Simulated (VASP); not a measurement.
# MnF2 (P4_2/mnm) in VASP: a series of runs

The runs below take MnF2 through single point, relaxation of cell and atoms, with PBE+U.

Program: VASP 6.6.1. These are calculated values, not measurements. Logs are shortened: lines on timing, memory, paths and dates and some standing lists are left out, and cuts for length are marked.

### Step 1. The structure

The structure is tetragonal, space group P4_2/mnm (No. 136). Conventional cell: a = 4.874 Å, b = 4.874 Å, c = 3.311 Å, α = 90.00°, β = 90.00°, γ = 90.00°. Mn (site symmetry mmm) is surrounded by 6 F at 2.10 to 2.13 Å. F (site symmetry m2m) has 3 Mn at 2.10 to 2.13 Å as nearest neighbours.

### Step 2. Single point, PBE+U, collinear spin, ferromagnetic start

The input, INCAR:

```
SYSTEM = MnF2
PREC = Accurate
ENCUT = 600
EDIFF = 1E-6
ISMEAR = 0
SIGMA = 0.03
LREAL = .FALSE.
LASPH = .TRUE.
NELM = 150
ALGO = Normal
ISIF = 2
LWAVE = .FALSE.
LCHARG = .FALSE.
ISPIN = 2
MAGMOM = 5 5 0 0 0 0
LORBIT = 11
LMAXMIX = 4
LDAU = .TRUE.
LDAUTYPE = 2
LDAUL = 2 -1
LDAUU = 3.9 0
LDAUJ = 0 0
LDAUPRINT = 1
GGA = PE
AMIX = 0.2
BMIX = 1E-4
AMIX_MAG = 0.8
BMIX_MAG = 1E-4
KPAR = 2
```

The input, KPOINTS:

```
regular mesh
0
G
  6 6 8
  0 0 0
```

The input, POSCAR:

```
MnF2
1.0
    4.8738000000      0.0000000000      0.0000000000
    0.0000000000      4.8738000000      0.0000000000
    0.0000000000      0.0000000000      3.3107000000
Mn F
2 4
Direct
    0.0000000000      0.0000000000      0.0000000000
    0.5000000000      0.5000000000      0.5000000000
    0.3053000000      0.3053000000      0.0000000000
    0.1947000000      0.8053000000      0.5000000000
    0.6947000000      0.6947000000      0.0000000000
    0.8053000000      0.1947000000      0.5000000000
```

Potentials or basis: VASP PAW PBE potentials, release 64 (Mn_pv, F).

Command:

```bash
cat potpaw_PBE.64/Mn_pv/POTCAR potpaw_PBE.64/F/POTCAR > POTCAR
mpirun -np 2 vasp_std > vasp.out
```

OUTCAR:

```text
SYSTEM = MnF2
   PREC = Accurate
   ENCUT = 600
   EDIFF = 1E-6
   ISMEAR = 0
   LREAL = .FALSE.
   LASPH = .TRUE.
   NELM = 150
   ISIF = 2
   ISPIN = 2
   LORBIT = 11
   GGA = PE
   AMIX = 0.2
   AMIX_MAG = 0.8

 ion  position               nearest neighbor table
   1  0.000  0.000  0.000-   3 2.10   5 2.10   4 2.13   6 2.13   4 2.13   6 2.13
   2  0.500  0.500  0.500-   4 2.10   6 2.10   5 2.13   3 2.13   3 2.13   5 2.13
   3  0.305  0.305  0.000-   1 2.10   2 2.13   2 2.13
   4  0.195  0.805  0.500-   2 2.10   1 2.13   1 2.13
   5  0.695  0.695  0.000-   1 2.10   2 2.13   2 2.13
   6  0.805  0.195  0.500-   2 2.10   1 2.13   1 2.13

  LATTYP: Found a simple tetragonal cell.
 ALAT       =     4.8738000000
 C/A-ratio  =     0.6792851574

  Lattice vectors:

 A1 = (   4.8738000000,   0.0000000000,   0.0000000000)
 A2 = (   0.0000000000,   4.8738000000,   0.0000000000)
 A3 = (   0.0000000000,   0.0000000000,   3.3107000000)

Analysis of symmetry for initial positions (statically):
=====================================================================
 Subroutine PRICEL returns:
 Original cell was already a primitive cell.

 Routine SETGRP: Setting up the symmetry group for a
 simple tetragonal supercell.

 Subroutine GETGRP returns: Found 16 space group operations
 (whereof  8 operations were pure point group operations)
 out of a pool of 16 trial point group operations.

The static configuration has the point symmetry D_2h.
 The point group associated with its full space group is D_4h.

Analysis of symmetry for dynamics (positions and initial velocities):
=====================================================================
 Subroutine PRICEL returns:
 Original cell was already a primitive cell.

 Routine SETGRP: Setting up the symmetry group for a
 simple tetragonal supercell.

 Subroutine GETGRP returns: Found 16 space group operations
 (whereof  8 operations were pure point group operations)
 out of a pool of 16 trial point group operations.

The dynamic configuration has the point symmetry D_2h.
 The point group associated with its full space group is D_4h.

Analysis of structural, dynamic, and magnetic symmetry:
=====================================================================
 Subroutine PRICEL returns:
 Original cell was already a primitive cell.

 Routine SETGRP: Setting up the symmetry group for a
 simple tetragonal supercell.

 Subroutine GETGRP returns: Found 16 space group operations
 (whereof  8 operations were pure point group operations)
 out of a pool of 16 trial point group operations.

The overall configuration has the point symmetry D_2h.
 The point group associated with its full space group is D_4h.

 Subroutine INISYM returns: Found 16 space group operations
 (whereof  8 operations are pure point group operations),
 and found     1 'primitive' translations

----------------------------------------------------------------------------------------

                                     Primitive cell

  volume of cell :      78.6421

  direct lattice vectors                    reciprocal lattice vectors
     4.873800000  0.000000000  0.000000000     0.205178711  0.000000000  0.000000000
     0.000000000  4.873800000  0.000000000     0.000000000  0.205178711  0.000000000
     0.000000000  0.000000000  3.310700000     0.000000000  0.000000000  0.302050926
[... 161 lines left out ...]
  o =  0.0143  v =  0.0000  0.0000  0.0000  0.0000  0.0000  0.0000  0.7071  0.0000  0.7071  0.0000      0.0000  0.0000  0.0000  0.0000  0.0000  0.0000  0.0000  0.0000  0.0000  0.0000
  o =  0.0573  v =  0.0000  0.0000  0.0000  0.0000  0.0000  0.0000  0.7071  0.0000 -0.7071  0.0000      0.0000  0.0000  0.0000  0.0000  0.0000  0.0000  0.0000  0.0000  0.0000  0.0000
  o =  0.0616  v =  0.0000  0.0000  0.0000  0.0000  0.0000 -0.8015 -0.0000  0.5979  0.0000  0.0000      0.0000  0.0000  0.0000  0.0000  0.0000  0.0000  0.0000  0.0000  0.0000  0.0000
  o =  0.9455  v = -0.6107  0.0000 -0.7918  0.0000 -0.0000  0.0000  0.0000  0.0000  0.0000  0.0000      0.0000  0.0000  0.0000  0.0000  0.0000  0.0000  0.0000  0.0000  0.0000  0.0000
  o =  0.9487  v =  0.0000 -0.0000  0.0000  0.0000 -1.0000  0.0000  0.0000  0.0000  0.0000  0.0000      0.0000  0.0000  0.0000  0.0000  0.0000  0.0000  0.0000  0.0000  0.0000  0.0000
  o =  0.9490  v =  0.0000 -0.7071  0.0000 -0.7071  0.0000  0.0000  0.0000  0.0000  0.0000  0.0000      0.0000  0.0000  0.0000  0.0000  0.0000  0.0000  0.0000  0.0000  0.0000  0.0000
  o =  0.9824  v =  0.0000 -0.7071  0.0000  0.7071  0.0000  0.0000  0.0000  0.0000  0.0000  0.0000      0.0000  0.0000  0.0000  0.0000  0.0000  0.0000  0.0000  0.0000  0.0000  0.0000
  o =  0.9856  v = -0.7918  0.0000  0.6107  0.0000  0.0000  0.0000  0.0000  0.0000  0.0000  0.0000      0.0000  0.0000  0.0000  0.0000  0.0000  0.0000  0.0000  0.0000  0.0000  0.0000

atom =   2  type =  1  l = 2

 onsite density matrix

spin component  1

  0.9706  0.0000  0.0194  0.0000 -0.0000
  0.0000  0.9657  0.0000  0.0167  0.0000
  0.0194  0.0000  0.9605  0.0000 -0.0000
  0.0000  0.0167  0.0000  0.9657  0.0000
 -0.0000  0.0000 -0.0000  0.0000  0.9487

spin component  2

  0.0437  0.0000  0.0241  0.0000  0.0000
  0.0000  0.0358  0.0000  0.0215  0.0000
  0.0241  0.0000  0.0293  0.0000  0.0000
  0.0000  0.0215  0.0000  0.0358  0.0000
  0.0000  0.0000  0.0000  0.0000  0.0132

 occupancies and eigenvectors

  o =  0.0114  v =  0.0000  0.0000  0.0000  0.0000  0.0000 -0.5979  0.0000  0.8015  0.0000 -0.0000      0.0000  0.0000  0.0000  0.0000  0.0000  0.0000  0.0000  0.0000  0.0000  0.0000
  o =  0.0132  v =  0.0000  0.0000  0.0000  0.0000  0.0000 -0.0000 -0.0000  0.0000  0.0000  1.0000      0.0000  0.0000  0.0000  0.0000  0.0000  0.0000  0.0000  0.0000  0.0000  0.0000
  o =  0.0143  v =  0.0000  0.0000  0.0000  0.0000  0.0000  0.0000  0.7071  0.0000 -0.7071  0.0000      0.0000  0.0000  0.0000  0.0000  0.0000  0.0000  0.0000  0.0000  0.0000  0.0000
  o =  0.0573  v =  0.0000  0.0000  0.0000  0.0000  0.0000  0.0000 -0.7071  0.0000 -0.7071 -0.0000      0.0000  0.0000  0.0000  0.0000  0.0000  0.0000  0.0000  0.0000  0.0000  0.0000
  o =  0.0616  v =  0.0000  0.0000  0.0000  0.0000  0.0000 -0.8015  0.0000 -0.5979  0.0000 -0.0000      0.0000  0.0000  0.0000  0.0000  0.0000  0.0000  0.0000  0.0000  0.0000  0.0000
  o =  0.9455  v = -0.6107  0.0000  0.7918  0.0000 -0.0000  0.0000  0.0000  0.0000  0.0000  0.0000      0.0000  0.0000  0.0000  0.0000  0.0000  0.0000  0.0000  0.0000  0.0000  0.0000
  o =  0.9487  v =  0.0000 -0.0000 -0.0000  0.0000 -1.0000  0.0000  0.0000  0.0000  0.0000  0.0000      0.0000  0.0000  0.0000  0.0000  0.0000  0.0000  0.0000  0.0000  0.0000  0.0000
  o =  0.9490  v =  0.0000  0.7071  0.0000 -0.7071 -0.0000  0.0000  0.0000  0.0000  0.0000  0.0000      0.0000  0.0000  0.0000  0.0000  0.0000  0.0000  0.0000  0.0000  0.0000  0.0000
  o =  0.9824  v =  0.0000  0.7071  0.0000  0.7071 -0.0000  0.0000  0.0000  0.0000  0.0000  0.0000      0.0000  0.0000  0.0000  0.0000  0.0000  0.0000  0.0000  0.0000  0.0000  0.0000
  o =  0.9856  v = -0.7918  0.0000 -0.6107  0.0000  0.0000  0.0000  0.0000  0.0000  0.0000  0.0000      0.0000  0.0000  0.0000  0.0000  0.0000  0.0000  0.0000  0.0000  0.0000  0.0000

 number of electron      54.0000034 magnetization       9.9999996

 Free energy of the ion-electron system (eV)
  ---------------------------------------------------
  ext. energy  EPLUGINS =         0.00000000
  ---------------------------------------------------
  free energy    TOTEN  =       -37.84763804 eV

  energy without entropy =      -37.84763804  energy(sigma->0) =      -37.84763804

 E-fermi :   2.2967     XC(G=0):  -9.7299

 val. band max:        2.1438408520   @ k =   0.0000   0.0000   0.0000
 cond. band min:       4.5643747645   @ k =   0.0000   0.0000   0.0000
 fundamental gap:      2.4205339125
 Fermi energy:         2.2966680626

 spin component 1

 k-point     1 :       0.0000    0.0000    0.0000
  band No.  band energies     occupation
      1     -46.7658      1.00000
      2     -46.7658      1.00000
      3     -46.7086      1.00000
      4     -46.7086      1.00000
      5     -46.7034      1.00000
      6     -46.7015      1.00000
[... 1913 lines left out ...]
     36      13.2898      0.00000
     37      14.4807      0.00000

 [... further k-points ...]

------------------------ aborting loop because EDIFF is reached ----------------------------------------

  FORCE on cell =-STRESS in cart. coord.  units (eV):
  Direction    XX          YY          ZZ          XY          YZ          ZX
  --------------------------------------------------------------------------------------
  -------------------------------------------------------------------------------------
  Total        2.2233892      2.2233892      2.5151051      0.0000000      0.0000000      0.0000000
  in kB       45.2971467     45.2971467     51.2402785      0.0000000      0.0000000      0.0000000
  external PRESSURE =      47.2781906 kB  Pullay stress =       0.0000000 kB

 VOLUME and BASIS-vectors are now :
 -----------------------------------------------------------------------------
  energy-cutoff  :      600.00
  volume of cell :       78.64
      direct lattice vectors                 reciprocal lattice vectors
     4.873800000  0.000000000  0.000000000     0.205178711  0.000000000  0.000000000
     0.000000000  4.873800000  0.000000000     0.000000000  0.205178711  0.000000000
     0.000000000  0.000000000  3.310700000     0.000000000  0.000000000  0.302050926

 POSITION                                       TOTAL-FORCE (eV/Angst)
 -----------------------------------------------------------------------------------
      0.00000      0.00000      0.00000         0.000000      0.000000      0.000000
      2.43690      2.43690      1.65535         0.000000      0.000000      0.000000
      1.48797      1.48797      0.00000        -0.037472     -0.037472      0.000000
      0.94893      3.92487      1.65535         0.037472     -0.037472      0.000000
      3.38583      3.38583      0.00000         0.037472      0.037472     -0.000000
      3.92487      0.94893      1.65535        -0.037472      0.037472     -0.000000
 -----------------------------------------------------------------------------------
    total drift:                               -0.000000     -0.000000     -0.000000

  FREE ENERGIE OF THE ION-ELECTRON SYSTEM (eV)
  ---------------------------------------------------
  free  energy   TOTEN  =       -37.8476380449 eV

  energy  without entropy=      -37.8476380449  energy(sigma->0) =      -37.84763804

 total charge

# of ion       s       p       d       tot
------------------------------------------
    1        0.165   6.147   4.951  11.263
    2        0.165   6.147   4.951  11.263
    3        1.729   4.382   0.000   6.111
    4        1.729   4.382   0.000   6.111
    5        1.729   4.382   0.000   6.111
    6        1.729   4.382   0.000   6.111
--------------------------------------------------
tot          7.246  29.821   9.901  46.969

 magnetization (x)

# of ion       s       p       d       tot
------------------------------------------
    1        0.024   0.022   4.644   4.689
    2        0.024   0.022   4.644   4.689
    3        0.007   0.052   0.000   0.058
    4        0.007   0.052   0.000   0.058
    5        0.007   0.052   0.000   0.058
    6        0.007   0.052   0.000   0.058
--------------------------------------------------
tot          0.074   0.250   9.287   9.611
```

Wall time 2.2 min (2 MPI ranks of Intel Xeon Platinum 8488C (Sapphire Rapids), shared host); peak memory 0.39 GiB.

Results:

- Free energy: -37.8476 eV
- Pressure: 4.7 GPa
- Largest force: 0.053 eV/Å
- Band gap on the k mesh: 2.42 eV, direct
- Net moment: 10.00 μB per cell
- Site moments: Mn +4.69; F +0.06 μB
- Valence electrons inside the program's atomic spheres: Mn 11.26; F 6.11

Forces in eV/Å, atoms in the order of the input:
```
Mn   0.000  0.000  0.000
Mn   0.000  0.000  0.000
F   -0.037 -0.037  0.000
F    0.037 -0.037  0.000
F    0.037  0.037  0.000
F   -0.037  0.037  0.000
```

Eigenvalues of the final occupation matrices:
```csv
site,spin,trace,eigenvalues
site 1 d,1,4.81,0.95 0.95 0.95 0.98 0.99
site 1 d,2,0.16,0.01 0.01 0.01 0.06 0.06
site 2 d,1,4.81,0.95 0.95 0.95 0.98 0.99
site 2 d,2,0.16,0.01 0.01 0.01 0.06 0.06
```

Caveat: only a ferromagnetic start was run, and an antiferromagnetic order may lie lower in energy. The state reached can hang on the start; a lower one may exist.

### Step 3. Relaxation of cell and atoms, PBE+U, collinear spin, ferromagnetic start

Changes to INCAR since step 2:

```diff
@@ -10,3 +10,3 @@
 ALGO = Normal
-ISIF = 2
+ISIF = 3
 LWAVE = .FALSE.
@@ -24,2 +24,5 @@
 GGA = PE
+IBRION = 2
+NSW = 90
+EDIFFG = -0.01
 AMIX = 0.2
```

KPOINTS is that of step 2.

POSCAR is that of step 2.

Potentials or basis: VASP PAW PBE potentials, release 64 (Mn_pv, F).

Command:

```bash
cat potpaw_PBE.64/Mn_pv/POTCAR potpaw_PBE.64/F/POTCAR > POTCAR
mpirun -np 2 vasp_std > vasp.out
```

It took 14 min on 2 MPI ranks of Intel Xeon Platinum 8488C (Sapphire Rapids), shared host; peak memory 0.39 GiB.

It converged, with:

```
Free energy                                           : -37.9050 eV
Relaxed volume                                        : 13.79 Å³/atom
Relaxed cell                                          : a = 4.967 Å, b = 4.967 Å, c = 3.353 Å, α = 90.00°, β = 90.00°, γ = 90.00°
Space group after relaxing (to 0.05 Å)                : P4_2/mnm (No. 136)
Energy gained by relaxing                             : 9.6 meV/atom
Ionic steps                                           : 11
Pressure after relaxing                               : 0.0 GPa
Largest force after relaxing                          : 0.009 eV/Å
Band gap on the k mesh                                : 2.50 eV, direct
Net moment                                            : 10.00 μB per cell
Site moments                                          : Mn +4.69; F +0.05 μB
Valence electrons inside the program's atomic spheres : Mn 11.22; F 6.10
```

Forces on the atoms (eV/Å):
```
Mn   0.000  0.000  0.000
Mn   0.000  0.000  0.000
F   -0.006 -0.006  0.000
F    0.006 -0.006  0.000
F    0.006  0.006  0.000
F   -0.006  0.006  0.000
```

The path:
```csv
step,energy change (eV),largest force (eV/Å),pressure (GPa),volume (Å³)
1,0.0000,0.0530,4.73,78.64
2,-0.0552,0.0309,-0.56,83.13
3,-0.0562,0.0223,0.02,82.57
4,-0.0562,0.0211,0.12,82.49
5,-0.0568,0.0094,0.13,82.54
6,-0.0572,0.0035,0.12,82.60
7,-0.0570,0.0286,0.13,82.72
8,-0.0573,0.0134,0.05,82.65
9,-0.0573,0.0127,0.12,82.64
10,-0.0573,0.0058,-0.10,82.82
11,-0.0573,0.0088,-0.02,82.74
```

Final structure:
```
Mn F
1.0
     4.96727    0.00000    0.00000
     0.00000    4.96727    0.00000
     0.00000    0.00000    3.35340
Mn F
2 4
Direct
  0.00000 0.00000 0.00000
  0.50000 0.50000 0.50000
  0.30536 0.30536 0.00000
  0.19464 0.80536 0.50000
  0.69464 0.69464 0.00000
  0.80536 0.19464 0.50000
```

Levels at points of the mesh, in eV from the valence-band top:
Spin up:
```
           k point  band 30  band 31  band 32  band 33  band 34  band 35
(0.00, 0.00, 0.00)    -0.50    -0.50     0.00     2.50     7.88     7.88
(0.50, 0.00, 0.00)    -0.83    -0.62    -0.62     4.79     4.79     9.09
(0.50, 0.50, 0.00)    -1.23    -0.51    -0.51     6.09     6.09     6.96
(0.00, 0.00, 0.50)    -1.33    -1.13    -1.13     6.98     6.98    10.71
(0.50, 0.00, 0.50)    -1.67    -0.26    -0.26     8.04     8.04     8.21
(0.50, 0.50, 0.50)    -1.35    -0.88    -0.88     7.88     7.88     9.30
```
Spin down:
```tsv
k point	band 20	band 21	band 22	band 23	band 24	band 25
(0.00, 0.00, 0.00)	-2.97	-2.97	-2.68	3.42	4.77	5.16
(0.50, 0.00, 0.00)	-3.67	-2.98	-2.98	4.92	4.92	5.49
(0.50, 0.50, 0.00)	-3.39	-3.25	-3.25	4.87	4.87	5.45
(0.00, 0.00, 0.50)	-3.49	-3.31	-3.31	5.27	5.27	5.29
(0.50, 0.00, 0.50)	-3.34	-3.15	-3.15	5.01	5.01	5.36
(0.50, 0.50, 0.50)	-3.12	-3.07	-3.07	5.29	5.29	5.30
```

Eigenvalues of the final occupation matrices:
```
    site  spin  trace               eigenvalues
site 1 d     1   4.80  0.95 0.95 0.95 0.98 0.98
site 1 d     2   0.14  0.01 0.01 0.01 0.05 0.06
site 2 d     1   4.80  0.95 0.95 0.95 0.98 0.98
site 2 d     2   0.14  0.01 0.01 0.01 0.05 0.06
```

Caveat: only a ferromagnetic start was run, and an antiferromagnetic order may lie lower in energy. Zero-point motion and thermal expansion aren't in these numbers.
